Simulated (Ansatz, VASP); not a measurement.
## C: VASP beside Ansatz

```xyz
4
Lattice="2.4589 0.0000 0.0000 -1.2294 2.1295 0.0000 0.0000 0.0000 7.2418" Properties=species:S:1:pos:R:3 pbc="T T T"
C     0.0000    0.0000    1.8105
C     0.0000    1.4196    1.8105
C     0.0000    0.0000    5.4314
C     1.2294    0.7098    5.4314
```

Alike in both runs: functional PBEsol; k mesh 24 × 24 × 8; occupations gaussian, width 0.05 eV; no spin polarisation.

Ansatz relaxed the structure, and its values are those at the end. VASP's run is a single point on that final structure, the one shown.

```csv
,VASP,Ansatz
version,VASP 6.6.1,Ansatz 0.2.0
potentials or method,"VASP PAW PBE potentials, release 64 (C)","scalar-relativistic, plane waves, PAW"
plane-wave cutoff (eV),520,420
valence electrons in the cell,16,16
```

|  | VASP | Ansatz | Ansatz less VASP |
| --- | --- | --- | --- |
| gap on the k mesh at the Fermi level (eV) | none | none | - |
| pressure (GPa) | 0.6 | 0.0 | -0.62 |

A gap of «none» marks a metal or a gap that the smearing closes.

Caveats: the PAW data sets were made with another functional, which shifts forces and pressure a little (VASP); this functional lacks dispersion, which binds the layers, so the pressure and a relaxed spacing across them are unreliable.
